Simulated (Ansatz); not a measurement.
## Blue phosphorene bilayer (AB) in a perpendicular field

Aim: how the blue phosphorene bilayer (AB) screens a field along its normal, and what the field does to its bands. A positive field points along +c.

Method: plane-wave DFT, PBE-D3(BJ), Ansatz PAW, in Ansatz 0.2.0.

## (1) Set-up

The cell holds 4 atoms: 4 P. Its edges and angles: a = 3.280 Å, b = 3.280 Å, c = 42.380 Å, α = 90.0°, β = 90.0°, γ = 120.0°. Regions: layer 1: blue phosphorene, 2 atoms (2 P); layer 2: blue phosphorene, 2 atoms (2 P). Vacuum lies along c.

Structure file:

```cif
data_structure
_symmetry_space_group_name_H-M 'P 1'
_symmetry_Int_Tables_number 1
_cell_length_a 3.2800
_cell_length_b 3.2800
_cell_length_c 42.3800
_cell_angle_alpha 90.000
_cell_angle_beta 90.000
_cell_angle_gamma 120.000
_cell_volume 394.86
loop_
_atom_site_label
_atom_site_type_symbol
_atom_site_fract_x
_atom_site_fract_y
_atom_site_fract_z
_atom_site_occupancy
P1 P 0.66667 0.33333 0.43299 1
P2 P 0.33333 0.66667 0.46225 1
P3 P 0.00000 0.00000 0.53775 1
P4 P 0.66667 0.33333 0.56701 1
```

## (2) Relaxing the slab

The starting cell is a guess, so the in-plane lattice and the atoms are relaxed first, with the slab cut off from its images along the normal.

input.yaml reads:

```yaml
crystal:
  lattice:
    - [3.28, 0.0, 0.0]
    - [-1.64, 2.8405633244, 0.0]
    - [0.0, 0.0, 42.3799999985]
  atoms:
    - { symbol: P, position: [0.6666666667, 0.3333333333, 0.4329872582] }
    - { symbol: P, position: [0.3333333333, 0.6666666667, 0.4622463426] }
    - { symbol: P, position: [0.0, 0.0, 0.5377536574] }
    - { symbol: P, position: [0.6666666667, 0.3333333333, 0.5670127418] }
  periodic: [true, true, false]
kpoints:
  mp_grid: { grid: [12, 12, 1] }
hamiltonian:
  xc: pbe
  dispersion: d3bj
scf:
  occupations: { method: fermi_dirac, width: 0.05 }
  convergence: { dr2_threshold: 1.0e-09 }
relax:
  f_tol: 0.004
  max_steps: 90
  cell: {}
output:
  write_potential: true
  write_density: true
  volumetric_format: npy
```

Command:

```
$ ansatz run input.yaml --threads 2 --pin off --max-ram 4096MiB --backend cpu --events-out ev --progress --plain --runs-dir out
```

Numbers of over 12 decimals in the logs are rounded to 6 here.

The log of the run:

```text
Warning: relax.cell: scf.convergence.dr2_threshold = 1e-9 eV is looser than the 1.62692628179e-10 eV advised for a relaxation that steers and ends on the stress (1e-10 eV for each atom of the cell: 4, times the square of relax.cell.stress_2d_tol = 0.05 N/m over 15.7 Å (the atoms' height at the walk's start and 5 Å past either face), 3.189e-2 GPa, over a crystal's default 0.05). What an SCF threshold leaves in a stress goes as its square root, and in the free energy as the threshold itself, and one threshold admits the most on a small cell: [figures from the program's tests cut] Set scf.convergence.dr2_threshold to 1.62692628179e-10 eV or tighter. [rest of the remark cut]
Engine: ansatz 0.2.0, x86_64-unknown-linux-gnu
Pseudopotentials: kind: paw
Pseudopotential: P, paw, valence charge 5, recommended cutoff 420 eV (normal), P.paw.azcp
Functional definition: PBE
  parameter kappa = 0.804
  parameter beta = 0.066725
  exchange = pbe_x(kappa = kappa, mu = beta*pi^2/3)
  correlation = pbe_c(beta = beta)
Crystal: 4 atoms, lattice volume = 394.856 Å³
Basis set: ecut = 420 eV, 7881 PW (Γ), exchange–correlation on 48×48×576 points (8 copies of the dense FFT grid, shifted against one another)
Bands: 14, of which v1, the nominal top of the filled ones, is band 10 counted from 1 (9 counted from 0)
Symmetry: 12 space group operations
Space group: P-3m1 (ITA 164), of the structure as read, at distance tolerance 7.3e-5 Å
k-points: 19 of 144
Non-local potential: P, projectors of the file, l = 0: 2, l = 1: 2, l = 2: 2
PAW form: soft (Blöchl's): semilocal exchange-correlation on the pseudo side does not see the compensation charge
PAW one-centre angular grid: P, 110 points (default); XC on 64 Gauss nodes
Initial density: superposition of atomic densities (neutral atoms: chi_scale 0, normalization atom), corrected by the library's trained network
Initial wavefunctions: pseudopotential atomic-orbital guess
Functional: x = pbe(κ = 0.804, μ = 0.219515), c = pbe(β = 0.066725)
SCF iter   1: F=—  HF=-3023.640758 eV  |F-HF|=—  |Δ(HF+E_count)|=         —  Δρ=1.07e-3  dr2=2.55e-2  ethr=1.77e-3  ⟨swp⟩=13.3  Hψ=2876  notcnv=0
preconditioner: auto → Resta (q_TF=auto, 1.660 Å⁻¹)  ε∞=1.9  [insulator: Δε(μ)=1.039 eV  Ē_g=8.759 eV  σ=0.050 eV  W_gap=1.00  n_scr=22 (ndim 8)  ℏωp=8.4 eV  f_vac=0.760  D(μ)=0.00/eV (n_scr^D=0)  ε∞_Penn≈1.9  vacuum switching on, ρ_ref=5.6e-3 e/Å³]
SCF iter   2: F=—  HF=-3023.641025 eV  |F-HF|=—  |Δ(HF+E_count)|=   2.67e-4  Δρ=1.15e-3  dr2=2.47e-2  ethr=1.28e-4  ⟨swp⟩=3.6  Hψ=756  notcnv=0
SCF iter   3: F=—  HF=-3023.638000 eV  |F-HF|=—  |Δ(HF+E_count)|=   3.03e-3  Δρ=4.65e-4  dr2=1.59e-3  ethr=1.24e-4  ⟨swp⟩=2.1  Hψ=417  notcnv=0
SCF iter   4: F=—  HF=-3023.638123 eV  |F-HF|=—  |Δ(HF+E_count)|=   1.22e-4  Δρ=1.08e-4  dr2=4.35e-5  ethr=7.94e-6  ⟨swp⟩=3.4  Hψ=556  notcnv=0
SCF iter   5: F=—  HF=-3023.638150 eV  |F-HF|=—  |Δ(HF+E_count)|=   2.75e-5  Δρ=2.61e-5  dr2=2.99e-6  ethr=2.18e-7  ⟨swp⟩=3.1  Hψ=583  notcnv=0
SCF iter   6: F=—  HF=-3023.638151 eV  |F-HF|=—  |Δ(HF+E_count)|=   1.27e-6  Δρ=4.91e-6  dr2=1.17e-7  ethr=1.50e-8  ⟨swp⟩=2.9  Hψ=566  notcnv=0
SCF iter   7: F=—  HF=-3023.638160 eV  |F-HF|=—  |Δ(HF+E_count)|=   8.84e-6  Δρ=1.05e-6  dr2=5.62e-9  ethr=5.85e-10  ⟨swp⟩=3.0  Hψ=540  notcnv=0
SCF iter   8: F=-3023.638160 eV  HF=-3023.638160 eV  |F-HF|=7.46e-11  |Δ(HF+E_count)|=   7.14e-9  Δρ=1.12e-7  dr2=4.76e-11  ethr=5.00e-12  ⟨swp⟩=12.5  Hψ=2390  notcnv=0
SCF 1 converged in 8 iterations: F = -3023.638160 eV  dr2 = 4.76e-11
  greatest PAW one-centre occupation: 0.819 electrons in one spin orbital (limit 2), on the P atom at site 2 (counted from 0), in its partial waves of l = 0
relax step   1: F+E_penalty+E_count = -3023.63816030 eV  Δ(F+E_penalty+E_count) = +0.000e0 eV  max|allowed force component| = 6.090e-2 eV/Å  Δτ_max = 0.0000 Å  P = -1.068 N/m  Ω = 394.856 Å³  fix = [c, alpha, beta]  reactions: c -0.000 N/m  (8 SCF iters, accepted)
Crystal: 4 atoms, lattice volume = 390.716 Å³
Basis set: ecut = 420 eV, 7797 PW (Γ), exchange–correlation on 48×48×576 points (8 copies of the dense FFT grid, shifted against one another)
Initial density: handed on by an earlier stage of this run
Initial wavefunctions: those handed on with the density
iter 1 solved again at ethr=1.03e-4 eV; its pass at ethr=3.10e-3 eV (dr2=2.07e-2 eV) is discarded
SCF iter   1: F=—  HF=-3023.643695 eV  |F-HF|=—  |Δ(HF+E_count)|=         —  Δρ=2.98e-3  dr2=2.06e-2  ethr=1.03e-4  ⟨swp⟩=2.9  Hψ=3180  notcnv=0
preconditioner: auto → Resta (q_TF=auto, 1.662 Å⁻¹)  ε∞=1.9  [insulator: Δε(μ)=1.224 eV  Ē_g=8.788 eV  σ=0.050 eV  W_gap=1.00  n_scr=22 (ndim 8)  ℏωp=8.4 eV  f_vac=0.751  D(μ)=0.00/eV (n_scr^D=0)  ε∞_Penn≈1.9  vacuum switching on, ρ_ref=5.6e-3 e/Å³]
SCF iter   2: F=—  HF=-3023.642852 eV  |F-HF|=—  |Δ(HF+E_count)|=   8.43e-4  Δρ=1.50e-3  dr2=7.77e-3  ethr=1.03e-4  ⟨swp⟩=2.5  Hψ=364  notcnv=0
SCF iter   3: F=—  HF=-3023.643778 eV  |F-HF|=—  |Δ(HF+E_count)|=   9.26e-4  Δρ=8.92e-4  dr2=1.10e-2  ethr=3.89e-5  ⟨swp⟩=2.9  Hψ=464  notcnv=0
SCF iter   4: F=—  HF=-3023.642583 eV  |F-HF|=—  |Δ(HF+E_count)|=   1.19e-3  Δρ=1.09e-4  dr2=4.45e-5  ethr=3.89e-5  ⟨swp⟩=2.2  Hψ=348  notcnv=0
SCF iter   5: F=—  HF=-3023.642617 eV  |F-HF|=—  |Δ(HF+E_count)|=   3.37e-5  Δρ=3.20e-5  dr2=6.73e-6  ethr=2.23e-7  ⟨swp⟩=3.7  Hψ=660  notcnv=0
SCF iter   6: F=—  HF=-3023.642615 eV  |F-HF|=—  |Δ(HF+E_count)|=   1.98e-6  Δρ=5.12e-6  dr2=6.71e-8  ethr=3.36e-8  ⟨swp⟩=2.8  Hψ=505  notcnv=0
SCF iter   7: F=—  HF=-3023.642623 eV  |F-HF|=—  |Δ(HF+E_count)|=   8.17e-6  Δρ=1.40e-6  dr2=9.73e-9  ethr=3.35e-10  ⟨swp⟩=3.4  Hψ=617  notcnv=0
SCF iter   8: F=-3023.642623 eV  HF=-3023.642623 eV  |F-HF|=2.23e-10  |Δ(HF+E_count)|=   5.71e-9  Δρ=2.31e-7  dr2=3.82e-10  ethr=5.00e-12  ⟨swp⟩=9.7  Hψ=2427  notcnv=0
SCF 2 converged in 8 iterations: F = -3023.642623 eV  dr2 = 3.82e-10
relax step   2: F+E_penalty+E_count = -3023.64262296 eV  Δ(F+E_penalty+E_count) = -4.463e-3 eV  max|allowed force component| = 1.049e-1 eV/Å  Δτ_max = 0.0855 Å  P = -0.469 N/m  Ω = 390.716 Å³  energy of the carried Pulay correction = +1.073e-4 eV  fix = [c, alpha, beta]  reactions: c -0.000 N/m  (8 SCF iters, accepted)
Crystal: 4 atoms, lattice volume = 388.334 Å³
Basis set: ecut = 420 eV, 7737 PW (Γ), exchange–correlation on 48×48×576 points (8 copies of the dense FFT grid, shifted against one another)
iter 1 solved again at ethr=6.79e-6 eV; its pass at ethr=3.10e-3 eV (dr2=1.36e-3 eV) is discarded
SCF iter   1: F=—  HF=-3023.642869 eV  |F-HF|=—  |Δ(HF+E_count)|=         —  Δρ=7.39e-4  dr2=1.39e-3  ethr=6.79e-6  ⟨swp⟩=4.2  Hψ=3133  notcnv=0
preconditioner: auto → Resta (q_TF=auto, 1.664 Å⁻¹)  ε∞=1.9  [insulator: Δε(μ)=1.197 eV  Ē_g=8.844 eV  σ=0.050 eV  W_gap=1.00  n_scr=22 (ndim 8)  ℏωp=8.4 eV  f_vac=0.753  D(μ)=0.00/eV (n_scr^D=0)  ε∞_Penn≈1.9  vacuum switching on, ρ_ref=5.7e-3 e/Å³]
SCF iter   2: F=—  HF=-3023.642728 eV  |F-HF|=—  |Δ(HF+E_count)|=   1.40e-4  Δρ=3.66e-4  dr2=4.71e-4  ethr=6.79e-6  ⟨swp⟩=2.1  Hψ=347  notcnv=0
SCF iter   3: F=—  HF=-3023.642764 eV  |F-HF|=—  |Δ(HF+E_count)|=   3.60e-5  Δρ=2.01e-4  dr2=5.61e-4  ethr=2.35e-6  ⟨swp⟩=2.6  Hψ=437  notcnv=0
SCF iter   4: F=—  HF=-3023.642705 eV  |F-HF|=—  |Δ(HF+E_count)|=   5.93e-5  Δρ=2.90e-5  dr2=3.26e-6  ethr=2.35e-6  ⟨swp⟩=2.1  Hψ=359  notcnv=0
SCF iter   5: F=—  HF=-3023.642708 eV  |F-HF|=—  |Δ(HF+E_count)|=   3.12e-6  Δρ=4.37e-6  dr2=1.16e-7  ethr=1.63e-8  ⟨swp⟩=3.6  Hψ=644  notcnv=0
SCF iter   6: F=—  HF=-3023.642718 eV  |F-HF|=—  |Δ(HF+E_count)|=   9.95e-6  Δρ=1.31e-6  dr2=8.25e-9  ethr=5.79e-10  ⟨swp⟩=3.1  Hψ=521  notcnv=0
SCF iter   7: F=-3023.642718 eV  HF=-3023.642718 eV  |F-HF|=1.19e-10  |Δ(HF+E_count)|=   2.36e-9  Δρ=2.90e-7  dr2=3.76e-10  ethr=5.00e-12  ⟨swp⟩=12.3  Hψ=2334  notcnv=0
SCF 3 converged in 7 iterations: F = -3023.642718 eV  dr2 = 3.76e-10
relax step   3: F+E_penalty+E_count = -3023.64271796 eV  Δ(F+E_penalty+E_count) = -9.500e-5 eV  max|allowed force component| = 1.222e-1 eV/Å  Δτ_max = 0.0234 Å  P = +0.385 N/m  Ω = 388.334 Å³  energy of the carried Pulay correction = +1.696e-4 eV  fix = [c, alpha, beta]  reactions: c +0.000 N/m  (7 SCF iters, accepted)
[...]
relax step   4: F+E_penalty+E_count = -3023.64374127 eV  Δ(F+E_penalty+E_count) = -1.023e-3 eV  max|allowed force component| = 1.010e-2 eV/Å  Δτ_max = 0.0036 Å  P = +0.029 N/m  Ω = 389.176 Å³  energy of the carried Pulay correction = +1.476e-4 eV  fix = [c, alpha, beta]  reactions: c +0.000 N/m  (7 SCF iters, accepted)
[...]
relax step   5: F+E_penalty+E_count = -3023.64374128 eV  Δ(F+E_penalty+E_count) = -5.404e-9 eV  max|allowed force component| = 3.844e-3 eV/Å  Δτ_max = 0.0078 Å  P = -0.035 N/m  Ω = 389.447 Å³  energy of the carried Pulay correction = +1.405e-4 eV  fix = [c, alpha, beta]  reactions: c -0.000 N/m  (7 SCF iters, accepted)
Initial wavefunctions: pseudopotential atomic-orbital guess (no wavefunctions were taken with the density)
iter 1 solved again at ethr=6.09e-7 eV; its pass at ethr=3.10e-3 eV (dr2=1.22e-4 eV) is discarded
SCF iter   1: F=—  HF=-3023.643606 eV  |F-HF|=—  |Δ(HF+E_count)|=         —  Δρ=4.49e-6  dr2=8.06e-9  ethr=6.09e-7  ⟨swp⟩=5.4  Hψ=4145  notcnv=0
eigensolver tolerance schedule: the retry pair's looser diagonalisation over-reported the residual by 15106.14 of it (diagonalisation noise at an unbounded share of the residual, at the tolerance the schedule requests for it); recorded, not acted on — ethr = c·dr2/N_el stays at c = 1.0e-1
preconditioner: auto → Resta (q_TF=auto, 1.663 Å⁻¹)  ε∞=1.9  [insulator: Δε(μ)=1.213 eV  Ē_g=8.813 eV  σ=0.050 eV  W_gap=1.00  n_scr=22 (ndim 8)  ℏωp=8.4 eV  f_vac=0.752  D(μ)=0.00/eV (n_scr^D=0)  ε∞_Penn≈1.9  vacuum switching on, ρ_ref=5.6e-3 e/Å³]
SCF iter   2: F=—  HF=-3023.643619 eV  |F-HF|=—  |Δ(HF+E_count)|=   1.22e-5  Δρ=2.30e-6  dr2=2.15e-9  ethr=4.03e-11  ⟨swp⟩=5.8  Hψ=1062  notcnv=0
SCF iter   3: F=-3023.643619 eV  HF=-3023.643619 eV  |F-HF|=1.51e-9  |Δ(HF+E_count)|=   1.90e-8  Δρ=6.26e-7  dr2=1.95e-10  ethr=5.00e-12  ⟨swp⟩=14.6  Hψ=2486  notcnv=0
SCF 6 converged in 3 iterations: F = -3023.643619 eV  dr2 = 1.95e-10
relax step   6: F+E_penalty+E_count = -3023.64361859 eV  Δ(F+E_penalty+E_count) = +1.227e-4 eV  max|allowed force component| = 3.880e-3 eV/Å  Δτ_max = 0.0000 Å  P = -0.039 N/m  Ω = 389.447 Å³  fix = [c, alpha, beta]  reactions: c -0.000 N/m  stress off target by 3.87e-2 N/m on what of the cell is left free  SCF on the basis re-selected at this cell (its energy is not comparable with the rows above)  (3 SCF iters)
basis re-selected at this cell: Δ(F+E_penalty+E_count) = +1.227e-4 eV, ΔP = -0.004 N/m vs the last step (what re-selecting the basis moved, of the pressure what is left beyond the Pulay correction that the steps carried, after the strain that the cell walked since its last selection, with what the two solves' SCF thresholds leave and, on support functions, any second-order correction that the steps lacked; it is no m [...]
SCF converged after 3 iterations
Free energy (F): -3023.643619 eV
Harris-Foulkes:  -3023.643619 eV  (|F-HF|=1.51e-9)
Internal energy: -3023.643617 eV  (E = F + TS)
E sigma→0 (E₀):  -3023.643618 eV
Entropy (-TS):   -0.000001 eV (-0.000 meV/atom)
Fermi energy:    -5.007799 eV
--- Per-component energies (eV) ---
  E_band       = -228.474071
  E_kinetic    = 278.818704
  E_local      = -31001.894495  (includes V_loc(G=0)·N_el)
  E_nonlocal   = 136.133531
  E_hartree    = 15314.738982
  E_xc         = -244.339778
  E_vxc        = -240.830486  (∫ρ·V_xc dr)
  E_paw        = -2277.387903  (= ΣΔE_a)
  E_vpaw       = -30.179915  (= ΣTr[D̂ρ^β])
  E_aug_tail   = 0.000013  (compensation charges beyond the density's cutoff)
  E_ewald      = 14771.347358
  E_disp       = -1.060029  (pairwise vdW)
  E_smearing   = -0.000001  (= −TS)
  E_closure    = 0.000000  (closes the sum)
  Σ components = -3023.643619   (vs F -3023.643619, Δ=0.00e0)
--- Forces (eV/Å), atoms counted from 1 ---
  atom   1  P     -0.00000000    -0.00000000    -0.00229199
  atom   2  P      0.00000000     0.00000000     0.00388036
  atom   3  P     -0.00000000    -0.00000000    -0.00388036
  atom   4  P      0.00000000     0.00000000     0.00229199
  max |Σ_I F_I| component: 7.40e-17 eV/Å
--- 2D stress c σ (N/m, compression-positive) ---
       -0.038732      -0.000000      -0.000000
       -0.000000      -0.038732      -0.000000
       -0.000000      -0.000000      -0.000000
  P = ½ c Tr σ = -0.0387 N/m
--- Band table (eV; the first three rows and the last of 19) ---
  k-point 0: bands = [... 6 lower, -6.2534, -6.2497, -6.2497, -5.7805, -2.2656, -2.2656, -2.2590, -2.1759]
  k-point 1: bands = [... 6 lower, -7.1046, -6.5185, -6.4956, -5.7285, -2.5707, -2.4774, -1.9444, -1.8429]
  k-point 2: bands = [... 6 lower, -7.0738, -7.0389, -6.9993, -5.6485, -3.2251, -3.1729, -1.3162, -1.1775]
  k-point 18: bands = [... 6 lower, -8.0334, -8.0040, -8.0040, -7.8418, -4.0566, -4.0566, -1.3446, -0.6602]
  the weakly bound empty levels are not read free of the cell's end (no_gap_told)
--- Relaxed structure (5 steps of the walk, 5 accepted, 1 SCFs on fresh bases) ---
  F+E_penalty+E_count = -3023.64361859 eV   max|allowed force component| = 3.880e-3 eV/Å   (the final SCF, on the basis selected at the relaxed cell)
  cell:  # Å, volume = 389.4473 Å³
    - [3.257456, 0.0, 0]
    - [-1.628728, 2.821039, 0]
    - [0, 0, 42.3799999985]
  atoms:
    - { symbol: P, position: [0.666667, 0.333333, 0.431277] }
    - { symbol: P, position: [0.333333, 0.666667, 0.460602] }
    - { symbol: P, position: [5.037294336702476e-18, 1.387778780943004e-17, 0.539398] }
    - { symbol: P, position: [0.666667, 0.333333, 0.568723] }
```

Wall time 57 s (2 threads of Intel Xeon at 2.50GHz (Skylake/Cascade Lake), shared host); peak memory 0.61 GiB; 1.8 min of CPU time.

The steps of the relaxation:

```
step  energy less that of the first step (eV)  largest force component (eV/Å)  volume (Å³)
   1                                   0.0000                          0.0609       394.86
   2                                  -0.0045                          0.1049       390.72
   3                                  -0.0046                          0.1222       388.33
   4                                  -0.0056                          0.0101       389.18
   5                                  -0.0056                          0.0038       389.45
  6*                                  -0.0055                          0.0039       389.45
```

Relaxation steps marked * repeat the geometry before them on a plane-wave basis chosen anew for their cell, so energy and pressure can jump there.

Forces are held to the 12 operations that the run works with; a distortion that breaks them can't arise in this run.

```
cell as run  before  after  change
      a (Å)   3.280  3.257  -0.7 %
      b (Å)   3.280  3.257  -0.7 %
```

The atoms that moved most (Å, along periodic axes as changes of fractional coordinates times the final cell, across vacuum about the mean position):

```
atom     dx     dy      dz  length
  P4  0.000  0.000   0.072   0.072
  P1  0.000  0.000  -0.072   0.072
  P2  0.000  0.000  -0.070   0.070
  P3  0.000  0.000   0.070   0.070
```

Final coordinates:

```cif
data_structure
_symmetry_space_group_name_H-M 'P 1'
_symmetry_Int_Tables_number 1
_cell_length_a 3.2575
_cell_length_b 3.2575
_cell_length_c 42.3800
_cell_angle_alpha 90.000
_cell_angle_beta 90.000
_cell_angle_gamma 120.000
_cell_volume 389.45
loop_
_atom_site_label
_atom_site_type_symbol
_atom_site_fract_x
_atom_site_fract_y
_atom_site_fract_z
_atom_site_occupancy
P1 P 0.66667 0.33333 0.43128 1
P2 P 0.33333 0.66667 0.46060 1
P3 P 0.00000 0.00000 0.53940 1
P4 P 0.66667 0.33333 0.56872 1
```

The lattice constant a goes from 3.280 to 3.257 Å.

(Part 1 of 3 ends here.)

[Logs are printed without paths, hosts, clocks, repeated set-up lines and the standing remarks that a program may print on its own settings, such as how far it seeks lower states.]

[Hosts, paths, dates, database ids (printed as entryN), source tags and the programs' standing remarks are cut or masked in the printed files.]

[Maps of the electrostatic potential energy from Ansatz leave out the sawtooth potential of an applied field or a dipole correction, so their vacuum need not be flat; planar profiles and work functions include it.]
